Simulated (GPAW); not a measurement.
# Pt (P6_3/mmc) in GPAW: notebook, part 2 of 2

GPAW 26.7.0. Earlier steps stand in the parts before.

**3. Relaxation of cell and atoms, PBEsol+D3**

Contents of run.py:

```python
from ase import Atoms
from ase.calculators.mixing import SumCalculator
from ase.filters import FrechetCellFilter
from ase.io import write
from ase.optimize import BFGS
from dftd3.ase import DFTD3
from gpaw import GPAW, PW, setup_paths

setup_paths.insert(0, '.')

atoms = Atoms(['Pt', 'Pt'],
              cell=[[2.7606656158, 0.0, 0.0],
                    [-1.3803328079, 2.3908065546, 0.0],
                    [0.0, 0.0, 4.792134]],
              scaled_positions=[[0.3333333333, 0.6666666667, 0.25],
                                [0.6666666667, 0.3333333333, 0.75]],
              pbc=True)

calc = GPAW(mode=PW(600),
            xc='PBEsol',
            kpts={'size': (8, 8, 4), 'gamma': True},
            occupations={'name': 'fermi-dirac', 'width': 0.05},
            nbands=29,
            convergence={'density': 1e-05, 'forces': 0.0001},
            maxiter=150,
            txt='gpaw.txt')
atoms.calc = SumCalculator([calc, DFTD3(method='pbesol', damping='d3zero')])
opt = BFGS(FrechetCellFilter(atoms), trajectory='relax.traj', logfile='-')
done = opt.run(fmax=0.02, steps=60)
calc.write('gs.gpw')
write('result.traj', atoms)
print('Converged:', done)
print('Cell:', atoms.cell.cellpar().round(4))
print('Volume:', round(atoms.get_volume(), 4))
print(atoms.get_scaled_positions().round(5))
```

Potentials or basis: PAW data sets generated in the run's folder for this functional, pw.

Command:

```sh
gpaw-setup -f PBEsol Pt
OMP_NUM_THREADS=1 python run.py
```

gpaw.txt:

```text
__  _  _
 | _ |_)|_||  |
 |__||  | ||/\| - 26.7.0

Input parameters:
  mode=PW(ecut=600.0),
  convergence={'density': 1e-05, 'forces': 0.0001},
  kpts=MonkhorstPack(size=(8, 8, 4), gamma=True),
  maxiter=150,
  nbands=29,
  occupations=Occupations(name='fermi-dirac', width=0.05),
  xc=XC(name='PBEsol')

Diagonalizing LCAO Hamiltonian
Converting LCAO to pw mode

          Pt

        Pt

Atoms  # Å, Bohr magnetons
|   | symbol |         x |        y |        z |    initial magnetic moments |
|---|--------|-----------|----------|----------|-----------------------------|
| 0 |     Pt | -0.000000 | 1.593871 | 1.198033 | ( 0.0000,  0.0000,  0.0000) |
| 1 |     Pt |  1.380333 | 0.796936 | 3.594100 | ( 0.0000,  0.0000,  0.0000) |

Unit cell  # Å
| periodic |         x |        y |        z |  lengths |     angles |
|----------|-----------|----------|----------|----------|------------|
|      yes |  2.760666 | 0.000000 | 0.000000 | 2.760666 |  90.000000 |
|      yes | -1.380333 | 2.390807 | 0.000000 | 2.760666 |  90.000000 |
|      yes |  0.000000 | 0.000000 | 4.792134 | 4.792134 | 120.000000 |

Number of symmetries: 12
Symmetry operations  # r_c * U_cc + t_c -> r_c
|    | kind |            matrix            |
|----|------|------------------------------|
|  0 |  σ   |  1, 1, 0,  0,-1, 0,  0, 0, 1 |
|  1 |  S6  |  1, 1, 0, -1, 0, 0,  0, 0,-1 |
|  2 |  E   |  1, 0, 0,  0, 1, 0,  0, 0, 1 |
|  3 |  C2  |  1, 0, 0, -1,-1, 0,  0, 0,-1 |
|  4 |  C2  |  0, 1, 0,  1, 0, 0,  0, 0,-1 |
|  5 |  C3  |  0, 1, 0, -1,-1, 0,  0, 0, 1 |
|  6 |  S6  |  0,-1, 0,  1, 1, 0,  0, 0,-1 |
|  7 |  σ   |  0,-1, 0, -1, 0, 0,  0, 0, 1 |
|  8 |  σ   | -1, 0, 0,  1, 1, 0,  0, 0, 1 |
|  9 |  i   | -1, 0, 0,  0,-1, 0,  0, 0,-1 |
| 10 |  C3  | -1,-1, 0,  1, 0, 0,  0, 0, 1 |
| 11 |  C2  | -1,-1, 0,  0, 1, 0,  0, 0,-1 |
[... 148 lines left out ...]
|         10 |         7.623 |     2.000 |
|         11 |         7.985 |     2.000 |
|         12 |         7.985 |     2.000 |
|         13 |         9.223 |     2.000 |
|         14 |         9.223 |     2.000 |
|         15 |        10.266 |     2.000 |
[... 8 lines left out ...]
|         24 |        33.917 |     0.000 |
|         25 |        33.917 |     0.000 |
|        ... |               |           |
|         28 |        35.777 |     0.000 |

No gap
No difference between direct/indirect transitions

Stress tensor  # eV/Ang^3
|         x |         y |        z |
|-----------|-----------|----------|
|  0.059628 | -0.000000 | 0.000000 |
| -0.000000 |  0.059628 | 0.000000 |
|  0.000000 |  0.000000 | 0.078327 |

Forces  # eV/Ang
|       x |        y |        z |
|---------|----------|----------|
| 0.00000 | -0.00000 |  0.00000 |  # Pt   0
| 0.00000 |  0.00000 | -0.00000 |  # Pt   1

Interpolating wave functions to new cell

          Pt

        Pt

Atoms  # Å, Bohr magnetons
|   | symbol |         x |        y |        z |    initial magnetic moments |
|---|--------|-----------|----------|----------|-----------------------------|
| 0 |     Pt | -0.000000 | 1.575065 | 1.181962 | ( 0.0000,  0.0000,  0.0000) |
| 1 |     Pt |  1.364046 | 0.787532 | 3.545885 | ( 0.0000,  0.0000,  0.0000) |

Unit cell  # Å
| periodic |         x |         y |         z |  lengths |     angles |
|----------|-----------|-----------|-----------|----------|------------|
|      yes |  2.728092 | -0.000000 |  0.000000 | 2.728092 |  90.000000 |
|      yes | -1.364046 |  2.362597 | -0.000000 | 2.728092 |  90.000000 |
|      yes |  0.000000 | -0.000000 |  4.727847 | 4.727847 | 120.000000 |
[... 401 lines left out ...]
No gap
No difference between direct/indirect transitions

Stress tensor  # eV/Ang^3
|         x |         y |         z |
|-----------|-----------|-----------|
| -0.074594 | -0.000000 | -0.000000 |
| -0.000000 | -0.074594 | -0.000000 |
|  0.000000 | -0.000000 | -0.041747 |

Forces  # eV/Ang
|        x |       y |        z |
|----------|---------|----------|
|  0.00000 | 0.00000 | -0.00002 |  # Pt   0
| -0.00000 | 0.00000 |  0.00002 |  # Pt   1

Interpolating wave functions to new cell

          Pt

        Pt

Atoms  # Å, Bohr magnetons
|   | symbol |         x |        y |        z |    initial magnetic moments |
|---|--------|-----------|----------|----------|-----------------------------|
| 0 |     Pt | -0.000000 | 1.560496 | 1.162241 | ( 0.0000,  0.0000,  0.0000) |
| 1 |     Pt |  1.351430 | 0.780248 | 3.486722 | ( 0.0000,  0.0000,  0.0000) |

Unit cell  # Å
| periodic |         x |         y |        z |  lengths |     angles |
|----------|-----------|-----------|----------|----------|------------|
|      yes |  2.702859 | -0.000000 | 0.000000 | 2.702859 |  90.000000 |
|      yes | -1.351430 |  2.340745 | 0.000000 | 2.702859 |  90.000000 |
|      yes |  0.000000 |  0.000000 | 4.648963 | 4.648963 | 120.000000 |

Number of symmetries: 12
Symmetry operations  # r_c * U_cc + t_c -> r_c
|    | kind |            matrix            |
|----|------|------------------------------|
|  0 |  σ   |  1, 1, 0,  0,-1, 0,  0, 0, 1 |
|  1 |  S6  |  1, 1, 0, -1, 0, 0,  0, 0,-1 |
|  2 |  E   |  1, 0, 0,  0, 1, 0,  0, 0, 1 |
|  3 |  C2  |  1, 0, 0, -1,-1, 0,  0, 0,-1 |
|  4 |  C2  |  0, 1, 0,  1, 0, 0,  0, 0,-1 |
|  5 |  C3  |  0, 1, 0, -1,-1, 0,  0, 0, 1 |
|  6 |  S6  |  0,-1, 0,  1, 1, 0,  0, 0,-1 |
|  7 |  σ   |  0,-1, 0, -1, 0, 0,  0, 0, 1 |
|  8 |  σ   | -1, 0, 0,  1, 1, 0,  0, 0, 1 |
|  9 |  i   | -1, 0, 0,  0,-1, 0,  0, 0,-1 |
| 10 |  C3  | -1,-1, 0,  1, 0, 0,  0, 0, 1 |
| 11 |  C2  | -1,-1, 0,  0, 1, 0,  0, 0,-1 |
[... 182 lines left out ...]
          Pt

        Pt

Atoms  # Å, Bohr magnetons
|   | symbol |         x |        y |        z |    initial magnetic moments |
|---|--------|-----------|----------|----------|-----------------------------|
| 0 |     Pt | -0.000000 | 1.565297 | 1.158024 | ( 0.0000,  0.0000,  0.0000) |
| 1 |     Pt |  1.355587 | 0.782649 | 3.474078 | ( 0.0000,  0.0000,  0.0000) |

Unit cell  # Å
| periodic |         x |         y |        z |  lengths |     angles |
|----------|-----------|-----------|----------|----------|------------|
|      yes |  2.711174 | -0.000000 | 0.000000 | 2.711174 |  90.000000 |
|      yes | -1.355587 |  2.347946 | 0.000000 | 2.711174 |  90.000000 |
|      yes |  0.000000 |  0.000000 | 4.632102 | 4.632102 | 120.000000 |

Number of symmetries: 12
Symmetry operations  # r_c * U_cc + t_c -> r_c
|    | kind |            matrix            |
|----|------|------------------------------|
|  0 |  σ   |  1, 1, 0,  0,-1, 0,  0, 0, 1 |
|  1 |  S6  |  1, 1, 0, -1, 0, 0,  0, 0,-1 |
|  2 |  E   |  1, 0, 0,  0, 1, 0,  0, 0, 1 |
|  3 |  C2  |  1, 0, 0, -1,-1, 0,  0, 0,-1 |
|  4 |  C2  |  0, 1, 0,  1, 0, 0,  0, 0,-1 |
|  5 |  C3  |  0, 1, 0, -1,-1, 0,  0, 0, 1 |
|  6 |  S6  |  0,-1, 0,  1, 1, 0,  0, 0,-1 |
|  7 |  σ   |  0,-1, 0, -1, 0, 0,  0, 0, 1 |
|  8 |  σ   | -1, 0, 0,  1, 1, 0,  0, 0, 1 |
|  9 |  i   | -1, 0, 0,  0,-1, 0,  0, 0,-1 |
| 10 |  C3  | -1,-1, 0,  1, 0, 0,  0, 0, 1 |
| 11 |  C2  | -1,-1, 0,  0, 1, 0,  0, 0,-1 |
[... 602 lines left out ...]
Stress tensor  # eV/Ang^3
|         x |         y |         z |
|-----------|-----------|-----------|
| -0.053181 | -0.000000 |  0.000000 |
| -0.000000 | -0.053181 | -0.000000 |
|  0.000000 | -0.000000 | -0.049909 |

Forces  # eV/Ang
|        x |        y |        z |
|----------|----------|----------|
| -0.00000 |  0.00000 |  0.00001 |  # Pt   0
|  0.00000 | -0.00000 | -0.00001 |  # Pt   1

# Writing to gs.gpw (mode='')
```

Wall time 1.9 min (1 thread of Arm Neoverse V1, shared host); peak memory 0.25 GiB.

What came out:

```
Free energy                            : -15.7138 eV
Relaxed volume                         : 14.71 Å³/atom
Relaxed cell                           : a = 2.717 Å, b = 2.717 Å, c = 4.603 Å, α = 90.00°, β = 90.00°, γ = 120.00°
Space group after relaxing (to 0.05 Å) : P6_3/mmc (No. 194)
Energy gained by relaxing              : 69.0 meV/atom
Ionic steps                            : 7
Pressure after relaxing                : -0.1 GPa
Band gap on the k mesh                 : none (metal or under the smearing width)
Dispersion energy per atom             : -0.642 eV
```

The path:
```csv
step,energy change (eV),largest force (eV/Å),pressure (GPa),volume (Å³)
1,0.0000,0.0000,-17.61,31.63
2,-0.0997,0.0000,-9.31,30.47
3,-0.1331,0.0000,1.60,29.29
4,-0.1349,0.0000,0.25,29.41
5,-0.1369,0.0000,-0.67,29.49
6,-0.1378,0.0000,-0.51,29.46
7,-0.1379,0.0000,-0.12,29.42
```

Final structure:
```
Pt
1.0
     2.71659    0.00000    0.00000
    -1.35830    2.35264    0.00000
     0.00000    0.00000    4.60298
Pt
2
Direct
  0.33333 0.66667 0.25000
  0.66667 0.33333 0.75000
```

Levels at points of the mesh, in eV from the Fermi level:
```tsv
k point	band 14	band 15	band 16	band 17	band 18	band 19
(0.00, 0.00, 0.00)	-2.17	-2.17	-0.85	-0.24	-0.24	5.57
(0.00, 0.00, 0.50)	-3.78	-0.89	-0.89	-0.89	-0.89	13.02
(0.50, 0.50, 0.00)	0.12	0.26	0.52	2.40	3.97	7.80
(0.50, 0.50, 0.50)	-1.00	0.41	0.41	1.71	1.71	7.01
```

Caveat: later steps reuse the first step's grids; pairwise dispersion overbinds metals, which lowers pressure and volume. Spin-orbit coupling is left out, which matters for the levels of Pt.

**4. Relaxation of cell and atoms, PBEsol+D3(BJ)**

run.py, as its differences from that of step 3:

```diff
@@ -26,3 +26,3 @@
             txt='gpaw.txt')
-atoms.calc = SumCalculator([calc, DFTD3(method='pbesol', damping='d3zero')])
+atoms.calc = SumCalculator([calc, DFTD3(method='pbesol', damping='d3bj')])
 opt = BFGS(FrechetCellFilter(atoms), trajectory='relax.traj', logfile='-')
```

Potentials or basis: PAW data sets generated in the run's folder for this functional, pw.

Command:

```sh
gpaw-setup -f PBEsol Pt
OMP_NUM_THREADS=1 python run.py
```

gpaw.txt:

```text
__  _  _
 | _ |_)|_||  |
 |__||  | ||/\| - 26.7.0

Input parameters:
  mode=PW(ecut=600.0),
  convergence={'density': 1e-05, 'forces': 0.0001},
  kpts=MonkhorstPack(size=(8, 8, 4), gamma=True),
  maxiter=150,
  nbands=29,
  occupations=Occupations(name='fermi-dirac', width=0.05),
  xc=XC(name='PBEsol')

Diagonalizing LCAO Hamiltonian
Converting LCAO to pw mode

          Pt

        Pt

Atoms  # Å, Bohr magnetons
|   | symbol |         x |        y |        z |    initial magnetic moments |
|---|--------|-----------|----------|----------|-----------------------------|
| 0 |     Pt | -0.000000 | 1.593871 | 1.198033 | ( 0.0000,  0.0000,  0.0000) |
| 1 |     Pt |  1.380333 | 0.796936 | 3.594100 | ( 0.0000,  0.0000,  0.0000) |
[... 191 lines left out ...]
No gap
No difference between direct/indirect transitions

Stress tensor  # eV/Ang^3
|         x |         y |        z |
|-----------|-----------|----------|
|  0.059628 | -0.000000 | 0.000000 |
| -0.000000 |  0.059628 | 0.000000 |
|  0.000000 |  0.000000 | 0.078327 |

Forces  # eV/Ang
|       x |        y |        z |
|---------|----------|----------|
| 0.00000 | -0.00000 |  0.00000 |  # Pt   0
| 0.00000 |  0.00000 | -0.00000 |  # Pt   1

Interpolating wave functions to new cell

          Pt
[... 198 lines left out ...]
No gap
No difference between direct/indirect transitions

Stress tensor  # eV/Ang^3
|         x |         y |        z |
|-----------|-----------|----------|
| -0.000485 |  0.000000 | 0.000000 |
|  0.000000 | -0.000485 | 0.000000 |
|  0.000000 |  0.000000 | 0.026851 |

Forces  # eV/Ang
|        x |        y |        z |
|----------|----------|----------|
|  0.00000 | -0.00000 | -0.00001 |  # Pt   0
| -0.00000 |  0.00000 |  0.00001 |  # Pt   1
[... 206 lines left out ...]
Stress tensor  # eV/Ang^3
|         x |         y |         z |
|-----------|-----------|-----------|
| -0.073198 |  0.000000 | -0.000000 |
|  0.000000 | -0.073198 |  0.000000 |
| -0.000000 |  0.000000 | -0.042825 |

Forces  # eV/Ang
|        x |       y |        z |
|----------|---------|----------|
|  0.00000 | 0.00000 | -0.00001 |  # Pt   0
| -0.00000 | 0.00000 |  0.00001 |  # Pt   1

Interpolating wave functions to new cell

          Pt
[... 200 lines left out ...]
Stress tensor  # eV/Ang^3
|         x |         y |         z |
|-----------|-----------|-----------|
| -0.063278 |  0.000000 | -0.000000 |
|  0.000000 | -0.063278 | -0.000000 |
| -0.000000 | -0.000000 | -0.038463 |

Forces  # eV/Ang
|       x |        y |        z |
|---------|----------|----------|
| 0.00000 | -0.00000 | -0.00003 |  # Pt   0
| 0.00000 |  0.00000 |  0.00003 |  # Pt   1

Interpolating wave functions to new cell

          Pt
[... 638 lines left out ...]
Forces  # eV/Ang
|        x |        y |        z |
|----------|----------|----------|
|  0.00000 |  0.00000 | -0.00004 |  # Pt   0
| -0.00000 | -0.00000 |  0.00004 |  # Pt   1

# Writing to gs.gpw (mode='')
```

stdout:

```text
Step          Energy          fmax
BFGS:    0      -15.807615        1.964669
BFGS:    1      -15.909951        1.161188
BFGS:    2      -15.943547        0.295719
BFGS:    3      -15.945601        0.211857
BFGS:    4      -15.948409        0.158739
BFGS:    5      -15.949012        0.047354
BFGS:    6      -15.949053        0.007003
Converged: True
Cell: [  2.7185   2.7185   4.5956  90.      90.     120.    ]
Volume: 29.4128
[[0.33333 0.66667 0.25   ]
 [0.66667 0.33333 0.75   ]]
```

Run time: 1.8 min. Hardware: 1 thread of Arm Neoverse V1, shared host; peak memory 0.27 GiB.

What came out:

| Property | Result |
| --- | --- |
| Free energy | -15.9648 eV |
| Relaxed volume | 14.71 Å³/atom |
| Relaxed cell | a = 2.719 Å, b = 2.719 Å, c = 4.596 Å, α = 90.00°, β = 90.00°, γ = 120.00° |
| Space group after relaxing (to 0.05 Å) | P6_3/mmc (No. 194) |
| Energy gained by relaxing | 70.7 meV/atom |
| Ionic steps | 7 |
| Pressure after relaxing | -0.1 GPa |
| Band gap on the k mesh | none (metal or under the smearing width) |
| Dispersion energy per atom | -0.767 eV |

Step by step:
| step | energy change (eV) | largest force (eV/Å) | pressure (GPa) | volume (Å³) |
| --- | --- | --- | --- | --- |
| 1 | 0.0000 | 0.0000 | -17.87 | 31.63 |
| 2 | -0.1023 | 0.0000 | -9.26 | 30.46 |
| 3 | -0.1359 | 0.0000 | 1.60 | 29.29 |
| 4 | -0.1380 | 0.0000 | 0.37 | 29.40 |
| 5 | -0.1408 | 0.0000 | -0.68 | 29.48 |
| 6 | -0.1414 | 0.0000 | -0.38 | 29.44 |
| 7 | -0.1414 | 0.0000 | -0.07 | 29.41 |

Final structure:
```
Pt
1.0
     2.71851    0.00000    0.00000
    -1.35926    2.35430    0.00000
     0.00000    0.00000    4.59561
Pt
2
Direct
  0.33333 0.66667 0.25000
  0.66667 0.33333 0.75000
```

Levels at points of the mesh, in eV from the Fermi level:
| k point | band 12 | band 13 | band 14 | band 15 | band 16 | band 17 | band 18 | band 19 | band 20 | band 21 |
| --- | --- | --- | --- | --- | --- | --- | --- | --- | --- | --- |
| (0.00, 0.00, 0.00) | -3.30 | -3.30 | -2.19 | -2.19 | -0.83 | -0.25 | -0.25 | 5.60 | 15.24 | 16.52 |
| (0.00, 0.00, 0.50) | -3.79 | -3.79 | -3.79 | -0.90 | -0.90 | -0.90 | -0.90 | 13.07 | 13.07 | 15.90 |
| (0.50, 0.50, 0.00) | -3.16 | -3.02 | 0.13 | 0.25 | 0.51 | 2.39 | 3.96 | 7.81 | 9.44 | 10.42 |
| (0.50, 0.50, 0.50) | -2.11 | -1.01 | -1.01 | 0.40 | 0.40 | 1.71 | 1.71 | 7.00 | 7.00 | 15.05 |

Caveat: later steps reuse the first step's grids; pairwise dispersion overbinds metals, which lowers pressure and volume. The run has no spin-orbit coupling, so splittings on Pt are missing.

**5. Summary**

| level | gap on the mesh (eV) | pressure (GPa) | relaxed volume (Å³/atom) |
| --- | --- | --- | --- |
| PBEsol | none | 0.0 | 15.12 |
| PBEsol+D3 | none | -0.1 | 14.71 |
| PBEsol+D3(BJ) | none | -0.1 | 14.71 |

Alike in all rows: task relaxation of cell and atoms; potentials or basis PAW data sets generated in the run's folder for this functional, pw; no spin polarisation; cell relaxed; k mesh 8 × 8 × 4; cutoff (eV) 600; smearing fermi-dirac 0.05 eV.

Caveats: later steps reuse the first step's grids; pairwise dispersion overbinds metals, which lowers pressure and volume (some runs).

Absolute energies hang on the potentials; compare differences alone.
